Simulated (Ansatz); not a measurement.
# TiAl (P4/mmm), a vibration from a frozen displacement

These are results of Ansatz 0.2.0, DFT PBE, scalar-relativistic, plane waves, PAW, not measurements. Cutoff 420 eV, Γ-centred 16×16×12 k-points, Gaussian smearing of 0.15 eV. No spin polarisation. Energies are free energies at this smearing, counted from the undisturbed cell; pressure is positive in compression.

Zero of the scan (as given, not relaxed at this level; it stands at -0.7 GPa, and it needn't be the usual structure):

```
Ti Al
1.0
     2.83730    0.00000    0.00000
     0.00000    2.83730    0.00000
     0.00000    0.00000    4.05910
Ti Al
1 1
Direct
  0.00000 0.00000 0.00000
  0.50000 0.50000 0.50000
```

Every Al atom is moved by x along the Cartesian unit vector (-1.000, 0.000, 0.000); the cell and all other atoms stay fixed. The cell's volume is 32.68 Å³; the moved atoms weigh 26.982 u together and the others 47.867 u. Some rows repeat others by symmetry and weren't run.

```
  x (Å)  ΔE (meV/cell) total force on the moved atoms along the move (eV/Å) pressure (GPa)
-0.1000          21.71                                                0.4330         -0.4575
-0.0875          16.63                                                0.3794         -0.5150
-0.0750          12.22                                                0.3255         -0.5649
-0.0625           8.49                                                0.2715         -0.6072
-0.0500           5.44                                                0.2173         -0.6419
-0.0375           3.06                                                0.1631         -0.6689
-0.0250           1.36                                                0.1088         -0.6882
-0.0125           0.34                                                0.0544         -0.6997
 0.0000           0.00                                                0.0000         -0.7036
 0.0125           0.34                                               -0.0544         -0.6997
 0.0250           1.36                                               -0.1088         -0.6882
 0.0375           3.06                                               -0.1631         -0.6689
 0.0500           5.44                                               -0.2173         -0.6419
 0.0625           8.49                                               -0.2715         -0.6072
 0.0750          12.22                                               -0.3255         -0.5649
 0.0875          16.63                                               -0.3794         -0.5150
 0.1000          21.71                                               -0.4330         -0.4575
```

Problem. What frequency belongs to this motion?

Solution. The force constant is k = −dF/dx = 4.352 eV/Å², from the parabola through x = -0.0125, 0 and 0.0125. In every cell the moved atoms swing against the rest, so the mass is μ = m₁m₂/(m₁ + m₂) = 17.255 u, and ν̃ = 521.5 cm⁻¹ × √(|k|/μ) = 262 cm⁻¹. To first order in x, and within 1 %, the force on every atom lies along the move and, within each of the two groups, in proportion to the atom's mass, so this is itself a mode at the zone centre of this cell.

Problem. How far does the harmonic law reach?

Solution. At x = -0.100 Å, kx²/2 = 21.76 meV against the computed 21.71 meV (-0.2 %): the well is still close to harmonic there.

In a metal these slopes depend on the k mesh and the smearing.